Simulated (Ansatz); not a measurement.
**CuAu in Ansatz: the effect of functional**

The system is CuAu.

```xyz
2
Lattice="2.8659 0.0000 0.0000 0.0000 2.8659 0.0000 0.0000 0.0000 3.7573" Properties=species:S:1:pos:R:3 pbc="T T T"
Au    0.0000    0.0000    0.0000
Cu    1.4329    1.4329    1.8786
```

The cell isn't the ideal one: volume scaled by 1.06.

Alike in all runs:

| Item | Value |
| --- | --- |
| Program | Ansatz 0.2.0 |
| Task | single point |
| Potentials or basis | Ansatz PAW |
| k mesh | 9 × 9 × 7 |
| Occupations | fermi-dirac, width 0.05 eV |
| Spin | no spin polarisation |

```tsv
functional	cutoff	pressure (GPa)
LDA	420 eV (not typed: the program's choice for these potentials)	?
r2SCAN	500 eV (not typed: the program's choice for these potentials)	-8.2
PBE	420 eV (not typed: the program's choice for these potentials)	-3.8
```

Q: What does the run with functional LDA give?

A: Pressure -16.1 GPa.

Caveats: the PAW data sets come from PBE, with cores solved anew for the run's functional, which leaves a small shift of forces and pressure (some runs).
